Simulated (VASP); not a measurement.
# AlN (Fm-3m) in VASP: notebook, part 2 of 2

VASP 6.6.1. Earlier steps stand in the parts before.

## (3) Relaxation of cell and atoms, PBE

The COD entry that gives the cell may itself be a prediction, so a difference from it is no test against experiment.

The input, INCAR:

```
PREC     = Accurate       # precision mode
ENCUT    = 600            # plane-wave cutoff, eV
EDIFF    = 1E-6           # SCF threshold, eV
ISMEAR   = 0              # smearing method
SIGMA    = 0.02           # smearing width, eV
LREAL    = False          # projectors in reciprocal space
LASPH    = True           # aspherical terms in the spheres
NELM     = 60             # most SCF steps
ALGO     = Normal         # electronic algorithm
ISIF     = 3              # what is computed and relaxed
LWAVE    = False          # write WAVECAR
LCHARG   = False          # write CHGCAR
GGA      = PE             # functional
IBRION   = 2              # ionic algorithm
NSW      = 100            # ionic steps
EDIFFG   = -0.01          # ionic threshold
```

The input, KPOINTS:

```
regular mesh
0
Gamma
  10 10 10
```

The input, POSCAR:

```
AlN
1.0
    0.0000000000      2.0353764639      2.0353764639
    2.0353764639      0.0000000000      2.0353764639
    2.0353764639      2.0353764639      0.0000000000
Al N
1 1
Direct
    0.0000000000      0.0000000000      0.0000000000
    0.5000000000      0.5000000000      0.5000000000
```

Potentials or basis: VASP PAW PBE potentials, release 64 (Al, N).

Started as:

```
$ cat potpaw_PBE.64/Al/POTCAR potpaw_PBE.64/N/POTCAR > POTCAR
$ mpirun -np 1 vasp_std > vasp.out
```

OUTCAR:

```text
PREC = Accurate
   ENCUT = 600
   EDIFF = 1E-6
   ISMEAR = 0
   LREAL = False
   LASPH = True
   NELM = 60
   ISIF = 3
   GGA = PE
   IBRION = 2
   NSW = 100
   EDIFFG = -0.01

 ion  position               nearest neighbor table
   1  0.000  0.000  0.000-   2 2.04   2 2.04   2 2.04   2 2.04   2 2.04   2 2.04
   2  0.500  0.500  0.500-   1 2.04   1 2.04   1 2.04   1 2.04   1 2.04   1 2.04

  LATTYP: Found a face centered cubic cell.
 ALAT       =     4.0707529278

  Lattice vectors:

 A1 = (   0.0000000000,   2.0353764639,   2.0353764639)
 A2 = (   2.0353764639,   0.0000000000,   2.0353764639)
 A3 = (   2.0353764639,   2.0353764639,   0.0000000000)

Analysis of symmetry for initial positions (statically):
=====================================================================
 Subroutine PRICEL returns:
 Original cell was already a primitive cell.

 Routine SETGRP: Setting up the symmetry group for a
 face centered cubic supercell.

 Subroutine GETGRP returns: Found 48 space group operations
 (whereof 48 operations were pure point group operations)
 out of a pool of 48 trial point group operations.

The static configuration has the point symmetry O_h .

Analysis of symmetry for dynamics (positions and initial velocities):
=====================================================================
 Subroutine PRICEL returns:
 Original cell was already a primitive cell.

 Routine SETGRP: Setting up the symmetry group for a
 face centered cubic supercell.

 Subroutine GETGRP returns: Found 48 space group operations
 (whereof 48 operations were pure point group operations)
 out of a pool of 48 trial point group operations.

The dynamic configuration has the point symmetry O_h .

 Subroutine INISYM returns: Found 48 space group operations
 (whereof 48 operations are pure point group operations),
 and found     1 'primitive' translations

----------------------------------------------------------------------------------------

                                     Primitive cell

  volume of cell :      16.8641

  direct lattice vectors                    reciprocal lattice vectors
     0.000000000  2.035376464  2.035376464    -0.245654801  0.245654801  0.245654801
     2.035376464  0.000000000  2.035376464     0.245654801 -0.245654801  0.245654801
     2.035376464  2.035376464  0.000000000     0.245654801  0.245654801 -0.245654801

  length of vectors
     2.878457000  2.878457000  2.878457000     0.425486596  0.425486596  0.425486596

  position of ions in fractional coordinates (direct lattice)
     0.000000000  0.000000000  0.000000000
     0.500000000  0.500000000  0.500000000

  ion indices of the primitive-cell ions
   primitive index   ion index
                 1           1
                 2           2

----------------------------------------------------------------------------------------

 KPOINTS: regular mesh

Automatic generation of k-mesh.
 Grid dimensions read from file:
 generate k-points for:   10   10   10

[... 42 lines left out ...]
  0.300000  0.300000  0.000000      6.000000
  0.400000  0.300000  0.000000     24.000000
 [... further k-points ...]
   k-points           NKPTS =     47   k-points in BZ     NKDIM =     47   number of bands    NBANDS=      8
   number of dos      NEDOS =    301   number of ions     NIONS =      2
   total plane-waves  NPLWV =  13824
   dimension x,y,z NGX =    24 NGY =   24 NGZ =   24
   dimension x,y,z NGXF=    48 NGYF=   48 NGZF=   48
   ions per type =               1   1
   NGX,Y,Z   is equivalent  to a cutoff of  13.86, 13.86, 13.86 a.u.
   NGXF,Y,Z  is equivalent  to a cutoff of  27.72, 27.72, 27.72 a.u.
 SYSTEM =  unknown system
   PREC   = accura    normal or accurate (medium, high low for compatibility)
   ISTART =      0    job   : 0-new  1-cont  2-samecut
   ICHARG =      2    charge: 1-file 2-atom 10-const
   ISPIN  =      1    spin polarized calculation?
   LNONCOLLINEAR =      F non collinear calculations
   LSORBIT =      F    spin-orbit coupling
   LASPH  =      T    aspherical Exc in radial PAW
   ENCUT  =  600.0 eV  44.10 Ry    6.64 a.u.   5.75  5.75  5.75*2*pi/ulx,y,z
   NELM   =     60;   NELMIN=  2; NELMDL= -5     # of ELM steps
   EDIFF  = 0.1E-05   stopping-criterion for ELM
   LREAL  =      F    real-space projection
   EDIFFG = -.1E-01   stopping-criterion for IOM
   NSW    =    100    number of steps for IOM
   IBRION =      2    ionic relax: 0-MD 1-quasi-New 2-CG
   NFREE  =      1    steps in history (QN), initial steepest desc. (CG)
   ISIF   =      3    stress and relaxation
   ISYM   =      2    0-nonsym 1-usesym 2-fastsym
   POTIM  = 0.5000    time-step for ionic-motion
   TEBEG  =    0.0;   TEEND  =   0.0 temperature during run
   PSTRESS=    0.0 pullay stress
   NELECT =       8.0000    total number of electrons
   NUPDOWN=      -1.0000    fix difference up-down
   EMIN   =  10.00;   EMAX   =-10.00  energy-range for DOS
   EFERMI =   0.00;   METHOD = LEGACY
   ISMEAR =     0;   SIGMA  =   0.02  broadening in eV -4-tet -1-fermi 0-gaus
   EFERMI_NEDOS =   21; number of points for ismear=-14 and -15
   IALGO  =     38    algorithm
   IMIX   =      4    mixing-type and parameters
     AMIX     =   0.40;   BMIX     =  1.00
     AMIX_MAG =   1.60;   BMIX_MAG =  1.00
  volume/ion in A,a.u.               =       8.43        56.90
  Fermi-wavevector in a.u.,A,eV,Ry     =   1.276782  2.412768 22.179840  1.630172
  Thomas-Fermi vector in A             =   2.409419
   LORBIT       =      0    0 simple, 1 ext, 2 COOP (PROOUT), +10 PAW based schemes
   GGA     = PE    functional components
   LHFCALC =     F    Hartree Fock is set to
   AEXX    =    0.0000 exact exchange contribution
   IVDW    =     0    specifies the selected vdW correction
   LEPSILON=     F    determine dielectric tensor
   LRPA    =     F    only Hartree local field effects (RPA)
 conjugate gradient relaxation of ions
 non-spin polarized calculation
 Gauss-broadening in eV      SIGMA  =   0.02
  energy-cutoff  :      600.00
  volume of cell :       16.86
 maximum number of plane-waves:       588
   NGX = 11   NGY = 11   NGZ = 11

--------------------------------------- Ionic step        1  -------------------------------------------

 number of electron       8.0000000 magnetization

 Free energy of the ion-electron system (eV)
  ---------------------------------------------------
  ext. energy  EPLUGINS =         0.00000000
  ---------------------------------------------------
  free energy    TOTEN  =       -14.54764090 eV

  energy without entropy =      -14.54764090  energy(sigma->0) =      -14.54764090

------------------------ aborting loop because EDIFF is reached ----------------------------------------

  FORCE on cell =-STRESS in cart. coord.  units (eV):
  Direction    XX          YY          ZZ          XY          YZ          ZX
  --------------------------------------------------------------------------------------
  -------------------------------------------------------------------------------------
  Total       -0.0484306     -0.0484306     -0.0484306      0.0000000      0.0000000     -0.0000000
  in kB       -4.6011499     -4.6011499     -4.6011499      0.0000000      0.0000000     -0.0000000
  external PRESSURE =      -4.6011499 kB  Pullay stress =       0.0000000 kB
[... 59 lines left out ...]
--------------------------------------- Ionic step        3  -------------------------------------------

 number of electron       7.9999999 magnetization

 Free energy of the ion-electron system (eV)
  ---------------------------------------------------
  ext. energy  EPLUGINS =         0.00000000
  ---------------------------------------------------
  free energy    TOTEN  =       -14.54768704 eV

  energy without entropy =      -14.54768704  energy(sigma->0) =      -14.54768704

 E-fermi :   9.8975     XC(G=0): -12.1991

 val. band max:        9.7256669992   @ k =   0.0000   0.0000   0.0000
 cond. band min:      14.1543166426   @ k =   0.5000   0.5000   0.0000
 fundamental gap:      4.4286496434
 Fermi energy:         9.8974849957

 k-point     1 :       0.0000    0.0000    0.0000
  band No.  band energies     occupation
      1      -7.6611      2.00000
      2       9.7257      2.00000
      3       9.7257      2.00000
      4       9.7257      2.00000
      5      15.1400      0.00000
      6      21.8326      0.00000
      7      21.8326      0.00000
      8      21.8326      0.00000
[... 243 lines left out ...]
 k-point    24 :       0.4000    0.3000    0.0000
  band No.  band energies     occupation
      1      -4.7107      2.00000
      2       3.9509      2.00000
      3       6.9791      2.00000
      4       7.4868      2.00000
      5      15.7429      0.00000
      6      16.5987      0.00000
      7      21.7261      0.00000
      8      25.1014      0.00000

 [... further k-points ...]
[... 5 lines left out ...]
  --------------------------------------------------------------------------------------
  -------------------------------------------------------------------------------------
  Total       -0.0001162     -0.0001162     -0.0001162     -0.0000000     -0.0000000      0.0000000
  in kB       -0.0110633     -0.0110633     -0.0110633     -0.0000000     -0.0000000      0.0000000
  external PRESSURE =      -0.0110633 kB  Pullay stress =       0.0000000 kB
[... 17 lines left out ...]
  FREE ENERGIE OF THE ION-ELECTRON SYSTEM (eV)
  ---------------------------------------------------
  free  energy   TOTEN  =       -14.5476870408 eV

  energy  without entropy=      -14.5476870408  energy(sigma->0) =      -14.54768704

 reached required accuracy - stopping structural energy minimisation
```

Run time: 6.9 s. Hardware: 1 thread of Intel Xeon Platinum 8488C (Sapphire Rapids), shared host; peak memory 0.13 GiB.

Results:

```
Free energy                            : -14.5477 eV
Relaxed volume                         : 8.42 Å³/atom
Relaxed cell                           : a = 2.877 Å, b = 2.877 Å, c = 2.877 Å, α = 60.00°, β = 60.00°, γ = 60.00°
Space group after relaxing (to 0.05 Å) : Fm-3m (No. 225)
Energy gained by relaxing              : 0.0 meV/atom
Ionic steps                            : 3
Pressure after relaxing                : 0.0 GPa
Band gap on the k mesh                 : 4.43 eV, indirect (least direct gap 5.41 eV)
```

Final structure:
```
CELL_PARAMETERS angstrom
0.00000 2.03413 2.03413
2.03413 0.00000 2.03413
2.03413 2.03413 0.00000
ATOMIC_POSITIONS crystal
Al 0.00000 0.00000 0.00000
N 0.50000 0.50000 0.50000
```

Levels at points of the mesh, in eV from the valence-band top:
| k point | band 1 | band 2 | band 3 | band 4 | band 5 | band 6 | band 7 | band 8 |
| --- | --- | --- | --- | --- | --- | --- | --- | --- |
| (0.00, 0.00, 0.00) | -17.39 | 0.00 | 0.00 | 0.00 | 5.41 | 12.11 | 12.11 | 12.11 |
| (0.50, 0.00, 0.00) | -14.20 | -8.19 | -1.04 | -1.04 | 6.02 | 10.85 | 10.85 | 13.02 |
| (0.50, 0.50, 0.00) | -13.24 | -7.26 | -2.75 | -2.75 | 4.43 | 5.33 | 13.82 | 16.96 |

A k mesh can miss the band edges.
